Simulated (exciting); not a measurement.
Runs of exciting (release sodium) on Li2S. Symmetry: Fm-3m, No. 225, cubic system. Conventional cell: a = 5.689 Å, b = 5.689 Å, c = 5.689 Å, α = 90.00°, β = 90.00°, γ = 90.00°. Around S (site symmetry m-3m) lie 8 Li at 2.46 Å. Around Li (site symmetry -43m) lie 4 S at 2.46 Å. 

```tsv
level	outputlevel	gap on the mesh (eV)
PBEsol	normal	3.22
revPBE	high	(a)
RPBE	low	(b)
LDA	low	3.17
PBE	high	3.40
```

Alike in all rows: task band structure; potentials or basis all-electron LAPW+lo, shipped species files, valence relativity zora; no spin polarisation; cell as given; k mesh 8 × 8 × 8; smearing fermi-dirac 0.05 eV; rgkmax 7.

Estimate the missing entries.

(a) 3.52; (b) 3.56.

